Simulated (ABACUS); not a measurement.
**ZrSe2: equation of state with PBE**

ZrSe2:

```
Zr Se
1.0
     3.79800    0.00000    0.00000
    -1.89900    3.28916    0.00000
     0.00000    0.00000    6.19200
Zr Se
1 2
Direct
  0.00000 0.00000 0.00000
  0.66667 0.33333 0.75000
  0.33333 0.66667 0.25000
```

```json
{
 "Program": "ABACUS 3.10.1",
 "Task": "equation of state",
 "Functional": "PBE",
 "Potentials or basis": "PseudoDojo NC FR 0.4 PBE standard",
 "Cutoff": "1361 eV",
 "Density cutoff": "5442 eV",
 "Basis": "DZP LCAO (the cutoffs set its grid)",
 "k mesh": "5 × 5 × 3",
 "Occupations": "fermi-dirac, width 0.05 eV",
 "Spin": "spin-orbit coupling, no magnetisation"
}
```

```
Equilibrium volume                        : 26.68 Å³/atom
Bulk modulus at fixed shape and positions : 76 GPa
Pressure derivative of the bulk modulus   : 4.0 (rough: it moves with the points fitted)
```

Energy against volume, from the lowest point:
```
volume (Å³/atom)  energy (meV/atom)
          24.237              60.40
          25.268              17.90
          26.300               0.00
          27.331               2.34
```

All runs of the series together: 110 s on 4 threads of Intel(R) Xeon(R) 6975P-C (Granite Rapids), with other jobs on the host.

Caveat: the k mesh is coarse (spacing up to 0.38 Å⁻¹), so the values aren't converged; the atomic orbitals were generated for these runs and aren't a published set; the cell was scaled at fixed shape and fractional positions, which overstates the stiffness of a crystal with free parameters, most of all of layers and chains; this functional lacks dispersion, which binds the layers, so the pressure and a relaxed spacing across them are unreliable; the basis of atomic orbitals isn't converged, which shifts pressures, moduli and gaps.
